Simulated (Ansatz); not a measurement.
## Preparing Ga2O3 (C2/m) as a host crystal

Before any defect goes in: Ga2O3 (C2/m) at rest, and how it screens a charge.

Main program and level: Ansatz 0.2.0; plane-wave PAW DFT, PBEsol; relaxation of the host's cell and atoms; PAW set soft_1, in the first sound run; inputs show where later runs differ.

## (1) Starting point

The structure is monoclinic, space group C2/m (No. 12). Conventional cell: a = 12.280 Å, b = 3.048 Å, c = 5.817 Å, α = 90.00°, β = 103.76°, γ = 90.00°. Ga has 6 O at 1.94 to 2.08 Å nearest. Ga has 4 O at 1.84 to 1.87 Å nearest. Nearest to O lie 3 Ga at 1.84 to 1.94 Å. O has 4 Ga at 1.87 to 2.08 Å nearest. Nearest to O lie 3 Ga at 1.84 to 1.95 Å. Farther neighbours and most contacts between anions are not listed.

## (2) Host cell relaxation

Cell and atoms are relaxed together, until forces and stress fall under their thresholds.

Contents of cell/input.yaml:

```yaml
crystal:
  lattice:
    - [6.1402367, -1.5237837, 0.0]
    - [6.1402367, 1.5237837, 0.0]
    - [-1.3841309, 0.0, 5.6503489]
  atoms:
    - { symbol: Ga, position: [0.3411617, 0.3411617, 0.68526966] }
    - { symbol: Ga, position: [0.6588383, 0.6588383, 0.31473034] }
    - { symbol: Ga, position: [0.9095256, 0.9095256, 0.205214] }
    - { symbol: Ga, position: [0.0904744, 0.0904744, 0.794786] }
    - { symbol: O, position: [0.50353087, 0.50353087, 0.74333591] }
    - { symbol: O, position: [0.49646913, 0.49646913, 0.25666409] }
    - { symbol: O, position: [0.82662894, 0.82662894, 0.43676984] }
    - { symbol: O, position: [0.17337106, 0.17337106, 0.56323016] }
    - { symbol: O, position: [0.16450498, 0.16450498, 0.10915408] }
    - { symbol: O, position: [0.83549502, 0.83549502, 0.89084592] }
basis:
  ecutwfc: 420
  xc_grid: 2
hamiltonian:
  xc: pbesol
  pseudopotentials: { kind: paw, azcp: { folder: soft_1 }, xc_functional: pbe }
kpoints:
  mp_grid: { grid: [9, 9, 5] }
scf:
  occupations: { method: fixed }
  max_iter: 100
relax:
  f_tol: 0.005
  max_steps: 60
  cell: {}
output:
  forces: true
  stress: true
checkpoint:
  write: "../cell.run"
  compress: false
  write_wavefunctions: false
  write_every: 100000
```

Started as:

```
ansatz run input.yaml --threads 32 --pin off --max-ram 84787MiB --backend cuda --events-out ev --progress --plain --runs-dir out --max-vram 78GiB
```

Numbers of over 12 decimals in the logs are rounded to 6 here.

What it wrote:

```text
[... repeated set-up lines and file paths are left out, and long positions are rounded to six places ...]
basis.fft_grid_basis auto: the FFT boxes are laid along the combinations [[1, -1, 0], [0, 1, 0], [0, 0, 1]] of the cell's own vectors, 3.048, 6.326 and 5.817 Å long. The dense box has 24×45×40 points. [...]
Engine: ansatz 0.2.0, aarch64-unknown-linux-gnu
Pseudopotentials: kind: paw
Pseudopotential: Ga, paw, valence charge 13, recommended cutoff 420 eV (normal), soft_1/Ga.paw.azcp
Pseudopotential: O, paw, valence charge 6, recommended cutoff 420 eV (normal), soft_1/O.paw.azcp
Functional definition: PBEsol
  exchange = pbesol_x
  correlation = pbesol_c
[...]
Crystal: 10 atoms, lattice volume = 105.734 Å³
Basis set: ecut = 420 eV, 2047 PW (Γ), FFT grids on a1−a2, a2, a3, exchange–correlation on 48×90×80 points (8 copies of the dense FFT grid, shifted against one another)
Bands: 54, of which v1, the nominal top of the filled ones, is band 44 counted from 1 (43 counted from 0)
Symmetry: 4 space group operations
Space group: C2/m (ITA 12), of the structure as read, at distance tolerance 4.7e-5 Å
k-points: 115 of 405
Non-local potential: Ga, projectors of the file, l = 0: 2, l = 1: 2, l = 2: 3, l = 3: 1
Non-local potential: O, projectors of the file, l = 0: 2, l = 1: 2, l = 2: 1
PAW form: soft (Blöchl's): semilocal exchange-correlation on the pseudo side does not see the compensation charge
PAW frozen core: Ga, regenerated for the run's functional, and the local potential with it (the file was generated under x = pbe(κ = 0.804, μ = 0.219515), c = pbe(β = 0.066725))
PAW frozen core: O, regenerated for the run's functional, and the local potential with it (the file was generated under x = pbe(κ = 0.804, μ = 0.219515), c = pbe(β = 0.066725))
PAW one-centre angular grid: Ga, 590 points (default); XC on 64 Gauss nodes
PAW one-centre angular grid: O, 110 points (default); XC on 64 Gauss nodes
Initial density: superposition of atomic densities (chi_scale 0.1, normalization cell, long waves kept (reshape's long-wave potential 0.03 eV rms))
Initial wavefunctions: pseudopotential atomic-orbital guess
[...]
Functional: x = pbesol(κ = 0.804, μ = 0.123457), c = pbesol(β = 0.046)
SCF iter   1: F=—  HF=-18344.095752 eV  |Δ(HF+E_count)|=         —  Δρ=1.16e-1  dr2=6.45e0  Hψ=17754
preconditioner: auto → Resta (q_TF=auto, 2.646 Å⁻¹)  ε∞=4.3  [insulator: Δε(μ)=2.633 eV  Ē_g=18.692 eV  n_scr=34 (ndim 8)  ℏωp=33.9 eV  f_vac=0.000  ε∞_Penn≈4.3]
SCF iter   2: F=—  HF=-18342.458576 eV  |Δ(HF+E_count)|=    1.64e0  Δρ=5.24e-2  dr2=1.36e0  Hψ=11931
SCF iter   3: F=—  HF=-18341.930034 eV  |Δ(HF+E_count)|=   5.29e-1  Δρ=1.52e-2  dr2=1.80e-1  Hψ=9556
automatic band count: iteration 3 solves 52 bands in place of 54: the levels show a gap, and the empty bands left out lie too high to hold charge; the band table lists the bands solved (type scf.n_extra_bands for more)
SCF iter   4: F=—  HF=-18341.852786 eV  |Δ(HF+E_count)|=   7.72e-2  Δρ=4.56e-3  dr2=1.75e-2  Hψ=10298
[...]
SCF iter   7: F=—  HF=-18341.865986 eV  |Δ(HF+E_count)|=   1.01e-4  Δρ=2.03e-4  dr2=3.48e-5  Hψ=10629
automatic band count: iteration 7 solves 51 bands in place of 52: the levels show a gap, and the empty bands left out lie too high to hold charge; the band table lists the bands solved (type scf.n_extra_bands for more)
SCF iter   8: F=—  HF=-18341.866351 eV  |Δ(HF+E_count)|=   3.65e-4  Δρ=9.54e-5  dr2=6.73e-6  Hψ=10612
[...]
SCF iter  10: F=-18341.866350 eV  HF=-18341.866350 eV  |Δ(HF+E_count)|=   1.21e-7  Δρ=5.59e-6  dr2=2.60e-8  Hψ=21224
SCF 1 converged in 10 iterations: F = -18341.866350 eV  dr2 = 2.60e-8
  greatest PAW one-centre occupation: 0.998 electrons in one spin orbital (limit 2), on the Ga atom at site 0 (counted from 0), in its partial waves of l = 2
relax step   1: F+E_penalty+E_count = -18341.86635041 eV  Δ(F+E_penalty+E_count) = +0.000e0 eV  max|allowed force component| = 6.936e-2 eV/Å  Δτ_max = 0.0000 Å  P = -0.157 GPa  Ω = 105.734 Å³  (10 SCF iters, dr2 threshold 1.00e-7 eV, accepted)
[... the SCF cycles and remarks between the steps are left out from here to the last step ...]
relax step   2: F+E_penalty+E_count = -18341.86738102 eV  Δ(F+E_penalty+E_count) = -1.031e-3 eV  max|allowed force component| = 2.571e-2 eV/Å  Δτ_max = 0.0061 Å  P = -0.024 GPa  Ω = 105.628 Å³  energy of the carried Pulay correction = +3.168e-4 eV  (5 SCF iters, dr2 threshold 3.01e-7 eV, accepted)
relax step   3: F+E_penalty+E_count = -18341.86756738 eV  Δ(F+E_penalty+E_count) = -1.864e-4 eV  max|allowed force component| = 1.169e-2 eV/Å  Δτ_max = 0.0023 Å  P = +0.009 GPa  Ω = 105.598 Å³  energy of the carried Pulay correction = +4.072e-4 eV  (5 SCF iters, dr2 threshold 8.08e-8 eV, accepted)
relax step   4: F+E_penalty+E_count = -18341.86759572 eV  Δ(F+E_penalty+E_count) = -2.834e-5 eV  max|allowed force component| = 4.025e-3 eV/Å  Δτ_max = 0.0017 Å  P = +0.001 GPa  Ω = 105.600 Å³  energy of the carried Pulay correction = +4.012e-4 eV  (6 SCF iters, dr2 threshold 1.56e-8 eV, accepted)
[...]
iter 1 solved again at ethr=2.65e-8 eV; its pass at ethr=3.10e-3 eV (dr2=2.33e-5 eV) is discarded
SCF iter   1: F=—  HF=-18341.866758 eV  |Δ(HF+E_count)|=         —  Δρ=1.30e-5  dr2=3.08e-8  Hψ=35722
[...]
SCF iter   2: F=—  HF=-18341.867153 eV  |Δ(HF+E_count)|=   3.95e-4  Δρ=6.71e-6  dr2=1.13e-8  Hψ=10626
SCF iter   3: F=—  HF=-18341.867153 eV  |Δ(HF+E_count)|=   8.87e-9  Δρ=2.65e-6  dr2=1.45e-9  Hψ=10201
SCF iter   4: F=—  HF=-18341.867153 eV  |Δ(HF+E_count)|=   1.25e-9  Δρ=4.05e-7  dr2=1.28e-10  Hψ=10553
SCF iter   5: F=-18341.867153 eV  HF=-18341.867153 eV  |Δ(HF+E_count)|=  3.27e-11  Δρ=1.60e-7  dr2=2.71e-11  Hψ=29546
SCF 5 converged in 5 iterations: F = -18341.867153 eV  dr2 = 2.71e-11
relax step   5: F+E_penalty+E_count = -18341.86715300 eV  Δ(F+E_penalty+E_count) = +4.427e-4 eV  max|allowed force component| = 4.038e-3 eV/Å  Δτ_max = 0.0000 Å  P = -0.006 GPa  Ω = 105.600 Å³  stress off target by 1.53e-2 GPa  SCF on the basis re-selected at this cell (its energy is not comparable with the rows above)  (5 SCF iters)
basis re-selected at this cell: Δ(F+E_penalty+E_count) = +4.427e-4 eV, ΔP = -0.007 GPa vs the last step (what re-selecting the basis moved, of the pressure what is left beyond the Pulay correction that the steps carried, after the strain that the cell walked [...]
SCF converged after 5 iterations
Free energy (F): -18341.867153 eV
Harris-Foulkes:  -18341.867153 eV  (|F-HF|=1.09e-11)
Internal energy: -18341.867153 eV  (E = F + TS)
E sigma→0 (E₀):  -18341.867153 eV
Fermi energy:    7.896301 eV
--- Per-component energies (eV) ---
  E_band       = -117.497854
  E_kinetic    = 1459.548086
  E_local      = -7006.174224  (includes V_loc(G=0)·N_el)
  E_nonlocal   = -27.710326
  E_hartree    = 4086.600159
  E_xc         = -669.816607
  E_vxc        = -762.543904  (∫ρ·V_xc dr)
  E_paw        = -8788.293074  (= ΣΔE_a)
  E_vpaw       = -1953.821545  (= ΣTr[D̂ρ^β])
  E_aug_tail   = 0.003682  (compensation charges beyond the density's cutoff)
  E_ewald      = -7399.688492
  E_core_change = 3.663644  (= ΣΔE_core)
  E_smearing   = -0.000000  (= −TS)
  E_closure    = -0.000000  (closes the sum)
  Σ components = -18341.867153   (vs F -18341.867153, Δ=0.00e0)
--- Forces (eV/Å), atoms counted from 1 ---
  atom   1  Ga    -0.00226740     0.00000000     0.00403790
  atom   2  Ga     0.00226740     0.00000000    -0.00403790
  atom   3  Ga     0.00247832     0.00000000     0.00227103
  atom   4  Ga    -0.00247832     0.00000000    -0.00227103
  atom   5  O     -0.00026092     0.00000000     0.00039603
  atom   6  O      0.00026092     0.00000000    -0.00039603
  [... 4 more lines of this table ...]
  max |Σ_I F_I| component: 8.67e-19 eV/Å
--- Stress (GPa, compression-positive) ---
       -0.003692       0.000000      -0.013438
        0.000000      -0.014087       0.000000
       -0.013438       0.000000       0.000169
  P = ⅓ Tr σ = -0.0059 GPa (-0.059 kbar)
--- Band table (eV; the first three rows and the last of 115) ---
  k-point 0: bands = ["-10.9315", "-9.7516", "-9.7327", "-9.6286", "-9.1420", "-9.1359", "-5.0401", "-5.0069", "-5.0015", "-4.9521", [... rest cut ...]
  k-point 1: bands = ["-10.8599", "-9.8945", "-9.7385", "-9.5627", "-9.2017", "-9.0918", "-5.0289", "-5.0082", "-5.0025", "-4.9503", [... rest cut ...]
--- Relaxed structure (4 steps of the walk, 4 accepted, 1 SCFs on fresh bases) ---
  F+E_penalty+E_count = -18341.86715300 eV   max|allowed force component| = 4.038e-3 eV/Å   (the final SCF, on the basis selected at the relaxed cell)
  cell:  # Å, volume = 105.5998 Å³
    - [6.138979, -1.523649, 0.00393443]
    - [6.138979, 1.523649, 0.00393443]
    - [-1.380227, -3.3618280307896437e-19, 5.643958]
  atoms:
    - { symbol: Ga, position: [0.341276, 0.341276, 0.685440] }
    - { symbol: Ga, position: [0.658724, 0.658724, 0.314560] }
    - { symbol: Ga, position: [0.909492, 0.909492, 0.204603] }
    - { symbol: Ga, position: [0.090508, 0.090508, 0.795397] }
    - { symbol: O, position: [0.503788, 0.503788, 0.744085] }
    - { symbol: O, position: [0.496212, 0.496212, 0.255915] }
  [... 4 more lines of this table ...]
```

The job ended after 4.7 s (1 × NVIDIA GB200 with 32 threads of Arm Neoverse V2, shared host; peak memory 1 GiB; 20 s of CPU time).

The steps of the relaxation:

```
step  energy less that of the first step (eV)  largest force component (eV/Å)  pressure (GPa)  volume (Å³)
   1                                   0.0000                          0.0694           -0.16       105.73
   2                                  -0.0010                          0.0257           -0.02       105.63
   3                                  -0.0012                          0.0117            0.01       105.60
   4                                  -0.0012                          0.0040            0.00       105.60
  5*                                  -0.0008                          0.0040           -0.01       105.60
```

Relaxation steps marked * repeat the geometry before them on a plane-wave basis chosen anew for their cell, so energy and pressure can jump there.

The run keeps the 4 symmetry operations that it works with, so distortions that break them were not tested.

```
     cell as run  before   after  change
           a (Å)   6.326   6.325  -0.0 %
           b (Å)   6.326   6.325  -0.0 %
           c (Å)   5.817   5.810  -0.1 %
           α (°)  103.35  103.29  -0.1 %
           β (°)  103.35  103.29  -0.1 %
volume (Å³/atom)   10.57   10.56  -0.1 %
```

This step gave:

```yaml
pressure: -0.005870 GPa
```

The cell shrank by 0.1 % in volume. From the first step to the last the energy fell by 0.001 eV, across changes of basis, and the largest move was 0.009 Å (O10 and 1 other atom alike).

## (3) Dielectric tensors of the host

The response to a uniform electric field gives the electronic dielectric tensor.

This step: plane-wave PAW DFPT, PBEsol; dielectric tensors, Born charges and zone-centre modes of the host; PAW set soft_1 (Ansatz 0.2.0).

Contents of eps/input.yaml:

```yaml
crystal:
  lattice:
    - [6.1389790983, -1.5236491004, 0.0039344338]
    - [6.1389790983, 1.5236491004, 0.0039344338]
    - [-1.3802268796, 0.0, 5.6439576092]
  atoms:
    - { symbol: Ga, position: [0.3412764858, 0.3412764858, 0.6854403771] }
    - { symbol: Ga, position: [0.6587235142, 0.6587235142, 0.3145596229] }
    - { symbol: Ga, position: [0.9094922641, 0.9094922641, 0.2046026177] }
    - { symbol: Ga, position: [0.0905077359, 0.0905077359, 0.7953973823] }
    - { symbol: O, position: [0.5037884346, 0.5037884346, 0.7440849188] }
    - { symbol: O, position: [0.4962115654, 0.4962115654, 0.2559150812] }
    - { symbol: O, position: [0.8267873152, 0.8267873152, 0.4372393251] }
    - { symbol: O, position: [0.1732126848, 0.1732126848, 0.5627606749] }
    - { symbol: O, position: [0.1652740744, 0.1652740744, 0.1095265368] }
    - { symbol: O, position: [0.8347259256, 0.8347259256, 0.8904734632] }
basis:
  ecutwfc: 420
hamiltonian:
  xc: pbesol
  pseudopotentials: { kind: paw, azcp: { folder: soft_1 }, xc_functional: pbe }
kpoints:
  mp_grid: { grid: [8, 8, 4] }
scf:
  occupations: { method: fixed }
  max_iter: 100
phonons:
  method: dfpt
  dielectric: true
  rigid_motions: translations
```

What it wrote:

```text
[...]
Crystal: 10 atoms, lattice volume = 105.600 Å³
Basis set: ecut = 420 eV, 2045 PW (Γ), exchange–correlation on 90×90×80 points (8 copies of the dense FFT grid, shifted against one another)
Bands: 54, of which v1, the nominal top of the filled ones, is band 44 counted from 1 (43 counted from 0)
Symmetry: 4 space group operations
k-points: 132 of 256 (irreducible under 1 space group operation, time reversal used)
[...]
SCF iter   1: F=—  HF=-18344.096144 eV  |Δ(HF+E_count)|=         —  Δρ=1.16e-1  dr2=6.45e0  Hψ=20872
[...]
SCF iter   2: F=—  HF=-18342.459636 eV  |Δ(HF+E_count)|=    1.64e0  Δρ=5.24e-2  dr2=1.36e0  Hψ=13819
[...]
SCF iter  13: F=-18341.866998 eV  HF=-18341.866998 eV  |Δ(HF+E_count)|=  2.18e-11  Δρ=1.57e-7  dr2=1.89e-11  Hψ=40550
SCF 1 converged in 13 iterations: F = -18341.866998 eV  dr2 = 1.89e-11
[...]
the response reads at least the filled bands of the reference SCF and the lowest empty band at each k-point, and that SCF's band table does not vouch for those bands. The notice of the band table in this run's record says why
[...]
NSCF: frozen V_eff on 1 k-points
[...]
NSCF: frozen V_eff on 78 k-points, pencils in batches of 32, up to order 216
[...]
DFPT response loops at q = (0, 0, 0) (fractional): preconditioner auto → Resta (q_TF=auto, 2.647 Å⁻¹)  ε∞=5.2 (no band partly filled); β = 1.00, the filter's whole step (`scf.mixing.beta` (0.50) is not read by the response loops at its default; [...]
[...]
DFPT response loops at Γ: preconditioner auto → Resta (q_TF=auto, 2.647 Å⁻¹)  ε∞=5.2 (no band partly filled); β = 1.00, the filter's whole step (`scf.mixing.beta` (0.50) is not read by the response loops at its default; [...]
── the response to a field inside a basis, on 10×10×6 k-points: an SCF that follows is theirs, and a resumed run solves both again ──
[...]
Bands: 45, of which v1, the nominal top of the filled ones, is band 44 counted from 1 (43 counted from 0)
k-points: 165 of 600
[...]
Eigensolver: Dense (165 Hₖ)
SCF iter   1: F=—  HF=-18341.691028 eV  |Δ(HF+E_count)|=         —  Δρ=8.24e-4  dr2=1.70e-4
[...]
SCF 1 converged in 6 iterations: F = -18341.691150 eV  dr2 = 7.46e-9
[...]
SCF converged after 13 iterations
[...]
-1.44588   -0.00000   -0.05883
        -0.00000   -2.10533   -0.00000
        -0.03339   -0.00000   -2.51161
    site 9:
        -1.44588   -0.00000   -0.05883
        -0.00000   -2.10533   -0.00000
        -0.03339   -0.00000   -2.51161
  Z* charge neutrality: 1.995e-2 e pre-enforcement
  solved inside a basis spanned on kpoints, on 10×10×6 k-points, its susceptibility summed on 14×14×8: ε∞ is read to err by 1.7e-2, Z* by 2.1e-2 e (field_mesh: kpoints solves on kpoints); Z* is corrected for what the basis lacks
  optical modes at Γ without the LO–TO term, one row a degenerate level:
      ω (cm⁻¹)  modes    IR ((D/Å)²/amu)
        106.04      1             0.0000
        108.05      1             0.0000
        141.59      1             0.0000
        147.52      1             0.1267
        159.95      1             0.0000
        188.51      1            11.2133
        188.84      1             0.0000
        246.16      1             8.1598
        268.48      1             0.6177
        294.67      1            14.4162
        307.33      1             0.0000
        336.70      1             0.0000
        342.70      1             0.0000
        344.40      1             5.1553
        382.72      1             0.0000
        412.92      1            29.5274
        436.40      1            24.3838
        450.74      1             0.0000
        461.48      1             0.0000
        548.52      1            32.2937
        603.33      1             0.0000
        629.91      1             0.0000
        631.11      1             0.0000
        640.08      1            13.2580
        661.49      1             8.5905
        714.04      1             4.6695
        733.30      1             0.0000
  optical modes at Γ + LO–TO along q̂ = [1.0000, 0.0000, 0.0000]:
      ω (cm⁻¹)  modes    IR ((D/Å)²/amu)
        106.04      1             0.0000
        108.05      1             0.0000
        141.59      1             0.0000
        147.52      1             0.1267
        159.95      1             0.0000
        188.84      1             0.0000
        191.03      1            10.7489
[...]
optical modes at Γ + LO–TO along q̂ = [0.0000, 1.0000, 0.0000]:
      ω (cm⁻¹)  modes    IR ((D/Å)²/amu)
[...]
optical modes at Γ + LO–TO along q̂ = [0.0000, 0.0000, 1.0000]:
      ω (cm⁻¹)  modes    IR ((D/Å)²/amu)
[...]
436.40      1            24.3838
        450.74      1             0.0000
        457.84      1            23.2530
        461.48      1             0.0000
        603.33      1             0.0000
        629.91      1             0.0000
        631.11      1             0.0000
        632.50      1            21.4866
        640.08      1            13.2580
        677.27      1             7.4136
        733.30      1             0.0000
        759.03      1            29.7135
```

Elapsed: 31 s, on 1 × NVIDIA GB200 with 32 threads; peak memory 5.5 GiB.

Electronic dielectric tensor:

```
4.10 0.00 0.00
0.00 4.20 0.00
0.00 0.00 4.21
```

Static dielectric tensor:

```
11.09  0.00 -0.77
 0.00 10.92  0.00
-0.77  0.00 13.61
```

The principal values of the electronic dielectric tensor are 4.10, 4.20 and 4.21. The principal values of the static dielectric tensor are 10.87, 10.92 and 13.83.

(Part 1 of 2 ends here.)

[Logs are printed without paths, hosts, clocks, repeated set-up lines and the standing remarks that a program may print on its own settings, such as how far it seeks lower states.]

[Hosts, paths, dates, database ids (printed as entryN), source tags and the programs' standing remarks are cut or masked in the printed files.]

[Runs of the host that timed out are not shown.]

[For some hosts the program warned that the k-mesh of the response run may be too coarse for force constants and the static dielectric constant; such warnings are not always shown.]

[The program warned that the k-mesh of a response run behind this text may be too coarse: force constants, and the static dielectric constant and all else formed from them, are not shown converged.]
